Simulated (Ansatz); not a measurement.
**NbC: response to strain**

NbC is deformed so: zz strain of -1 %. What stress and forces result, by LAPW, PAW and all-electron datasets made for the crystal?

Computed with Ansatz 0.2.0 (DFT PBEsol, scalar-relativistic, unless a step's input says otherwise).

2 further runs of the same task are left out: 2 set aside as unsound or not needed.

**1. Starting point**

Symmetry: Fm-3m, No. 225, cubic system. Conventional cell: a = 4.400 Å, b = 4.400 Å, c = 4.400 Å, α = 90.00°, β = 90.00°, γ = 90.00°. Around Nb (site symmetry m-3m) lie 6 C at 2.20 Å. C (site symmetry m-3m) has 6 Nb at 2.20 Å as nearest neighbours.

Coordinates:

```cif
data_structure
_symmetry_space_group_name_H-M 'P 1'
_symmetry_Int_Tables_number 1
_cell_length_a 3.1113
_cell_length_b 3.1113
_cell_length_c 3.1113
_cell_angle_alpha 60.000
_cell_angle_beta 60.000
_cell_angle_gamma 60.000
_cell_volume 21.30
loop_
_atom_site_label
_atom_site_type_symbol
_atom_site_fract_x
_atom_site_fract_y
_atom_site_fract_z
_atom_site_occupancy
Nb1 Nb 0.00000 0.00000 0.00000 1
C1 C 0.50000 0.50000 0.50000 1
```

Atoms are numbered in the order of the input: Nb1, C2.

**2. The deformed structure**

Space group Fm-3m before, I4/mmm after.

**3. LAPW, all electrons**

Contents of input.yaml:

```yaml
crystal:
  lattice:
    - [0.0, 2.2, 2.178]
    - [2.2, 0.0, 2.178]
    - [2.2, 2.2, 0.0]
  atoms:
    - { symbol: Nb, position: [0.0, 0.0, 0.0] }
    - { symbol: C, position: [0.5, 0.5, 0.5] }
kpoints:
  mp_grid: { grid: [14, 14, 14] }
  band_path:
    path:
      - [0.0, 0.0, 0.0]
      - [0.0, 0.5, 0.5]
      - [0.25, 0.75, 0.5]
      - [0.0, 0.5, 0.0]
      - [0.0, 0.0, 0.0]
      - [0.5, 0.5, 0.0]
      - [0.3775380063, 0.6224619937, 0.0]
      - [-0.3775380063, 0.3775380063, 0.0]
      - [0.0, 0.0, 0.0]
    npoints: 5
scf:
  occupations: { method: fermi_dirac, width: 0.05 }
hamiltonian:
  xc: pbesol
  pseudopotentials: { kind: all_electron, lapw: { basis_error: 0.001 } }
output:
  forces: true
  stress: true
  eigenvalues: true
```

Command:

```console
$ ansatz run input.yaml --threads 1 --pin off --max-ram 3072MiB --backend cpu --events-out ev --progress --plain --runs-dir out
```

**4. Frozen-core PAW**

Contents of input.yaml:

```yaml
crystal:
  lattice:
    - [0.0, 2.2, 2.178]
    - [2.2, 0.0, 2.178]
    - [2.2, 2.2, 0.0]
  atoms:
    - { symbol: Nb, position: [0.0, 0.0, 0.0] }
    - { symbol: C, position: [0.5, 0.5, 0.5] }
kpoints:
  mp_grid: { grid: [14, 14, 14] }
scf:
  occupations: { method: fermi_dirac, width: 0.05 }
hamiltonian:
  xc: pbesol
  pseudopotentials: { kind: paw }
output:
  forces: true
  stress: true
  eigenvalues: true
  efg: { contact_densities: true }
```

**5. All-electron PAW on datasets made for the crystal**

input.yaml, as its differences from that of step 4:

```diff
@@ -14,3 +14,3 @@
   xc: pbesol
-  pseudopotentials: { kind: paw }
+  pseudopotentials: { kind: all_electron, datasets: crystal }
 output:
```

(Steps that only read results are left out.)

Before running it: what results should come out? Wanted: pressure; largest shear or deviatoric stress.

The runs gave:

| quantity | value |
| --- | --- |
| pressure | LAPW 15.42, PAW 15.48, crystal datasets 15.42 GPa |
| largest shear or deviatoric stress (LAPW) | 4.80 GPa |

**Reading.** Against the undeformed cell the largest change of stress is +8.64 GPa, in the zz component, with the atoms carried along and not relaxed. PAW: stress within 0.06 GPa of LAPW. Crystal datasets: stress within 0.01 GPa of LAPW.
